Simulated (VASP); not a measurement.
## VASP inputs for BaF₂ (fluorite)

INCAR

```
LELF = .TRUE.
NSW = 0
LWAVE = .FALSE.
NBANDS = 19
LCHARG = .TRUE.
NELM = 120
LREAL = .FALSE.
ENCUT = 520
METAGGA = R2SCAN
LASPH = .TRUE.
ALGO = Normal
ISMEAR = 0
SIGMA = 0.01
PREC = Accurate
ISIF = 2
EDIFF = 1E-7
IBRION = -1
```

KPOINTS

```
KPOINTS created by Atomic Simulation Environment
0
Gamma
8 8 8
0 0 0
```

KPOINTS_OPT

```
special points
7
Reciprocal
0.0000000000 0.0000000000 0.0000000000 1
0.5000000000 0.0000000000 0.5000000000 1
0.6250000000 0.2500000000 0.6250000000 1
0.3750000000 0.3750000000 0.7500000000 1
0.5000000000 0.5000000000 0.5000000000 1
0.5000000000 0.2500000000 0.7500000000 1
0.0000000000 0.2291670000 -0.2291670000 1
```

POSCAR

```
Ba F
 1.0000000000000000
    -0.0000000000000000    3.0971637718237388    3.0971637718237388
     3.0971637718237388   -0.0000000000000000    3.0971637718237388
     3.0971637718237388    3.0971637718237388   -0.0000000000000000
 Ba  F
   1   2
Cartesian
  0.0000000000000000 -0.0000000000000000 -0.0000000000000000
  1.5485818859118694  1.5485818859118694  1.5485818859118694
  4.6457456577356080  4.6457456577356080  4.6457456577356080
```

VASP ran with the recommended PBE PAW datasets (24 valence electrons in the cell).

Task: What does this run give?

Result: gap between bands v and c 7.33 eV; least direct gap 7.42 eV; pressure 1.0 GPa.

Band v is the last that the valence electrons fill when counted band by band, and c is the next. Levels in eV from the top of v:

| point | v−1 | v | c | c+1 |
| --- | --- | --- | --- | --- |
| Γ | -0.09 | -0.09 | 7.33 | 9.90 |
| X | -0.32 | -0.14 | 7.69 | 9.85 |
| K | -0.20 | -0.18 | 7.98 | 10.21 |
| L | -0.17 | -0.17 | 9.85 | 9.85 |
| W | -0.32 | -0.20 | 8.00 | 10.48 |
